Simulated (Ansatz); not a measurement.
A one-shot G0W0 calculation of BaF₂ on the sites of the fluorite structure (relaxed group Fm-3m) with the PAW code Ansatz, at the level G0W0@PBE with 177 empty bands, a screening cutoff of 120 eV and a 4×4×4 mesh. The geometry is the r2SCAN minimum.

```yaml
crystal:
  lattice:
    - [0.0, 3.0971615099, 3.0971615099]
    - [3.0971615099, 0.0, 3.0971615099]
    - [3.0971615099, 3.0971615099, 0.0]
  atoms:
    - { symbol: Ba, position: [0.0, 0.0, 0.0] }
    - { symbol: F, position: [0.75, 0.75, 0.75] }
    - { symbol: F, position: [0.25, 0.25, 0.25] }
kpoints:
  mp_grid: { grid: [4, 4, 4] }
hamiltonian:
  xc: pbe
scf:
  occupations: { method: fixed }
gw:
  n_empty_bands: 177
  ecut_chi: 120
  qp_bands: [v2, c2]
  qp_kpoints: band_edges
  screening: { model: contour_deformation }
```

In the abridged output below, numbers in square brackets stand for lines, or ends of lines, that were taken out.
```
Functional definition: PBE
Crystal: 3 atoms, lattice volume = 59.418 Å³
Basis set: ecut = 420 eV, 1211 PW (Γ)
Bands: 16, of which v1, the nominal top of the filled ones, is band 12 counted from 1 (11 counted from 0)
Symmetry: 48 space group operations
Space group: Fm-3m (ITA 225)
k-points: 8 of 64
preconditioner: auto → none  [insulator: Δε(μ)=6.835 eV  ℏωp=23.6 eV]
SCF 1 converged in 7 iterations: F = -7572.402626 eV  dr2 = 2.54e-8
Free energy (F): -7572.402626 eV
Fermi energy:    3.155583 eV
--- G₀W₀: contour deformation, 5 samples at zero and on the imaginary axis and 2 off it, 64 q-points, 177 empty bands' worth ---
    ik  band        ε_KS         Σx   Σc(E_QP)       V_xc       Z   E_QP_lin       E_QP  E_QP is
     0    11      3.0572   -30.8125     5.6527   -23.2274  0.7789     1.0792     1.1248  root
     0    12      3.0572   -30.8125     5.6527   -23.2274  0.7789     1.0792     1.1248  root
     0    13      9.9976    -4.8001    -3.1768    -8.7040  0.8836    10.7274    10.7247  root
     0    14     12.4363    -6.2921    -3.8017   -11.5769  0.8636    13.9346    13.9195  root
     1    11      3.0001   -30.5971     5.5862   -23.0699  0.7798     1.0131     1.0591  root
     1    12      3.0001   -30.5971     5.5862   -23.0699  0.7798     1.0131     1.0591  root
     1    13     11.1528    -5.6719    -3.1357    -9.6453  0.8764    11.9944    11.9905  root
     1    14     12.3996    -6.7081    -3.7054   -11.9030  0.8615    13.9044    13.8891  root
     2    11      2.9787   -30.5812     5.5253   -23.1163  0.7808     0.9935     1.0391  root
     2    12      2.9787   -30.5812     5.5253   -23.1163  0.7808     0.9935     1.0391  root
     2    13     12.3502    -7.6454    -3.6149   -12.7111  0.8646    13.8141    13.8010  root
     2    14     12.4236    -7.1051    -3.6172   -12.2076  0.8591  [1]
     3    11      3.1086   -30.9797     5.6311   -23.4298  0.7794     1.1454     1.1898  root
     3    12      3.1086   -30.9797     5.6311   -23.4298  0.7794     1.1454     1.1898  root
     3    13     11.0821    -6.8197    -3.0363   -10.8922  0.8676    12.1246    12.1184  root
     3    14     12.4450    -5.7041    -3.6036   -10.4963  0.8706    13.6428    13.6337  root
     4    11      2.9695   -30.5970     5.5294   -23.1278  0.7807     0.9840     1.0297  root
     4    12      3.0306   -30.8491     5.6174   -23.3036  0.7792     1.0572     1.1025  root
     4    13     10.9715    -6.5048    -3.1187   -10.7290  0.8671  [2]
     4    14     12.7651    -7.7931    -3.7206   -13.0535  0.8626    14.3202    14.3049  root
     5    11      2.8297   -30.0229     5.4534   -22.5998  0.7817     0.8123     0.8600  root
     5    12      3.1556   -31.1067     5.6160   -23.5841  0.7798     1.2056     1.2491  root
     5    13     11.3603    -5.7207    -3.2517   -10.0215  0.8704    12.4161    12.4094  root
     5    14     12.4021    -6.9767    -3.6431   -12.1109  0.8598  [3]
     6    11      2.8309   -30.0863     5.3343   -22.7926  0.7839     0.8251     0.8715  root
     6    12      2.9911   -31.1818     5.8137   -23.4415  0.7753     1.0180     1.0645  root
     6    13     10.4733    -6.9880    -2.9515   -11.0110  0.8663    11.5513    11.5448  root
     6    14     12.2515    -7.4625    -3.7172   -12.6796  0.8656    13.7652    13.7514  root
     7    11      2.8516   -30.8194     5.7777   -23.0901  0.7750     0.8513     0.8999  root
     7    12      2.9387   -31.0726     5.8111   -23.3232  0.7752     0.9531     1.0005  root
     7    13     10.7386    -6.5494    -3.0615   -10.6972  0.8674    11.8317    11.8249  root
     7    14     13.0158    -7.1794    -3.7846   -12.5486  0.8559    14.6195    14.6003  root
```

The points are ik 0 = (0, 0, 0) (Γ), ik 1 = (0, 0, 1/4), ik 2 = (0, 0, -1/2) (L), ik 3 = (0, 1/4, 1/4), ik 4 = (0, 1/4, -1/2), ik 5 = (0, 1/4, -1/4), ik 6 = (0, -1/2, -1/2) (X), ik 7 = (1/4, -1/2, -1/4) (W); band 12 is the last filled one.

Question: Give the withheld lines. They hold quasiparticle rows.

Answer:
```
[1]
     2    14     12.4236    -7.1051    -3.6172   -12.2076  0.8591    13.9244    13.9089  root
[2]
     4    13     10.9715    -6.5048    -3.1187   -10.7290  0.8671    12.0842    12.0770  root
[3]
     5    14     12.4021    -6.9767    -3.6431   -12.1109  0.8598    13.9088    13.8932  root
```
The trailing digits, and the zero of the energies, depend on the potentials and thresholds.

The quasiparticle gap on this mesh is 9.48 eV (K–Γ (0.33 of the way from K) to Γ), against 6.84 eV from PBE: +2.64 eV. Renormalisation factors Z lie between 0.78 and 0.88. G0W0 here is at a finite number of bands, screening cutoff and k mesh, not at the basis limit.

It took 16 s on 1 × NVIDIA H100 80GB HBM3 with 2 threads of AMD EPYC 7R13 Processor (Zen 3) (shared host), load about 2.4 per core; peak host memory 1.4 GiB.

(Simulation; spin polarisation is off.)

Spin-orbit coupling is left out.
